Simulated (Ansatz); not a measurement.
# Calculated ²⁰⁹Bi NMR of the central transition for VBiO₄

Cell: an entry of the Crystallography Open Database (COD), its atoms then relaxed with PBE in this cell.

Space group I4_1/amd:1 (No. 141); a = 7.3030, c = 6.5840 Å.

| site | Wyckoff | site symmetry | x | y | z |
| --- | --- | --- | --- | --- | --- |
| V | 4b | -4m2 | 0.0000 | 0.0000 | 0.5000 |
| Bi | 4a | -4m2 | 0.0000 | 0.5000 | 0.2500 |
| O | 16h | .m. | 0.5000 | 0.3183 | 0.8325 |

One atom of each set is listed; the run and its k-mesh use a cell of 12 atoms with edges of 6.12, 6.12, 6.12 Å.

Computed with Ansatz: DFT, PBE, plane waves and PAW, scalar-relativistic, 420 eV cutoff, Γ-centred 4×4×4 k-points, Fermi–Dirac smearing 0.02 eV.

²⁰⁹Bi has I = 9/2 and Q = -516.0 mb (Pyykkö 2018); at 23.5 T its Larmor frequency is ν₀ = 163.6 MHz (from the bare nuclear moment; shielding lowers the observed one by a per cent or two). Only the quadrupole interaction is simulated: positions count from each site's isotropic chemical shift, and shift anisotropy, dipolar and J coupling are left out.

Q: What does the ²⁰⁹Bi spectrum (static powder) show for each site?

A: 

```tsv
site	first shell	C_Q (MHz)	η	P_Q (MHz)	δ_QIS (ppm)	breadth (kHz)
Bi	8 O at 2.39–2.56 Å	-173	0.00	173	-1549	1320
```

δ_QIS = −(ν_Q²/30ν₀²)[I(I+1) − 3/4](1 + η²/3) × 10⁶ ppm with ν_Q = 3|C_Q|/[2I(2I−1)]; it falls as 1/B₀² in ppm, and the breadth as 1/B₀ in kHz.

An axis of threefold or higher order runs through Bi, so V_zz lies along it and η is zero.

Spin–orbit coupling is left out, which shifts gradients on Bi by a few per cent, and by more where contributions nearly cancel. Newer work puts Q(²⁰⁹Bi) near −420 mb, which would lower these couplings by about a fifth.

The relaxation (4 steps) took 25 s of wall time (25 s of CPU time) and 0.65 GiB at its peak, on 1 thread of Intel Xeon Platinum 8488C (Sapphire Rapids) (x86_64; 2 cores open to the job, memory cap 2.5 GiB, no GPU), a shared host with a load of 0.5 a core.
